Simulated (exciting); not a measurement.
## Pt: single point with PBE

Pt:

```xyz
1
Lattice="0.0000 1.9609 1.9609 1.9609 0.0000 1.9609 1.9609 1.9609 0.0000" Properties=species:S:1:pos:R:3 pbc="T T T"
Pt    0.0000    0.0000    0.0000
```

```
Program             : exciting (release sodium)
Task                : single point
Functional          : PBE
Potentials or basis : all-electron LAPW+lo, shipped species files, valence relativity iora*
rgkmax              : 9
k mesh              : 12 × 12 × 12
Occupations         : gaussian, width 0.011 eV
Spin                : no spin polarisation
```

```yaml
Band_gap_on_the_k_mesh: none (metal or under the smearing width)
All_electrons_inside_the_program's_atomic_spheres: Pt 75.77 (radii Pt 2.3 bohr)
```

Levels at points of the mesh, in eV from the Fermi level:
```tsv
k point	band 12	band 13	band 14	band 15	band 16	band 17	band 18	band 19
(0.00, 0.00, 0.00)	-3.83	-3.83	-3.83	-1.67	-1.67	14.59	19.53	19.53
(0.50, 0.00, 0.00)	-3.89	-3.89	-0.50	0.02	0.02	5.86	14.16	18.93
(0.50, 0.50, 0.00)	-6.66	-0.02	0.48	0.48	1.75	8.91	11.37	11.37
```

Wall time 39 s on 1 thread of Intel(R) Xeon(R) Platinum 8488C (Sapphire Rapids), on a shared host, peak memory 0.1 GiB.

The run has no spin-orbit coupling, so splittings on Pt are missing.
